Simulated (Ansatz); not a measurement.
**Equation of state of Na**

```yaml
crystal:
  lattice:
    - [3.76700, 0.00000, 0.00000]
    - [-1.88350, 3.26232, 0.00000]
    - [0.00000, 0.00000, 6.15400]
  atoms:
    - { symbol: Na, position: [0.33333, 0.66667, 0.25000] }
    - { symbol: Na, position: [0.66667, 0.33333, 0.75000] }
```

The cell is a measured one (Crystallography Open Database entry 9011000); the temperature and pressure of the measurement aren't taken into account, and nothing was relaxed.

Methods: DFT, PBE, all-electron LAPW, scalar-relativistic (Ansatz 0.2.0); DFT, PBE, PAW with Ansatz's default frozen-core files, scalar-relativistic (Ansatz 0.2.0).

For LAPW: a Γ-centred 11×11×6 k mesh, Fermi–Dirac smearing of 0.05 eV, basis error target 0.5 meV/atom, no spin polarisation. PAW takes a cutoff of 420 eV at this cell. The Ansatz runs share mesh, smearing and spin set-up. Plane-wave (PAW) pressures include the program's estimate of the Pulay term.

The cell above is scaled evenly, with fractional coordinates and shape held.

```json
{"V/V(cell)": "0.9500", "V (Å³/atom)": "35.923", "P, LAPW (GPa)": "?", "P, PAW (GPa)": "?"}
{"V/V(cell)": "0.9750", "V (Å³/atom)": "36.868", "P, LAPW (GPa)": "0.06", "P, PAW (GPa)": "0.05"}
{"V/V(cell)": "1.0000", "V (Å³/atom)": "37.814", "P, LAPW (GPa)": "-0.13", "P, PAW (GPa)": "-0.14"}
{"V/V(cell)": "1.0250", "V (Å³/atom)": "38.759", "P, LAPW (GPa)": "-0.30", "P, PAW (GPa)": "-0.31"}
{"V/V(cell)": "1.0500", "V (Å³/atom)": "39.704", "P, LAPW (GPa)": "-0.45", "P, PAW (GPa)": "-0.46"}
```

Fill in the row V/V(cell) = 0.9500.

P, LAPW (GPa) = 0.28, P, PAW (GPa) = 0.27.

What do Birch–Murnaghan fits to the pressures give?

LAPW: V0 = 37.16 Å³/atom, B0 = 8 GPa, B0′ = 3.7; PAW: V0 = 37.11 Å³/atom, B0 = 8 GPa, B0′ = 3.7.

PAW's V0 lies -0.14 % from the all-electron value and its B0 0.2 %. With shape and internal coordinates held, B0 is an upper bound to the relaxed modulus.
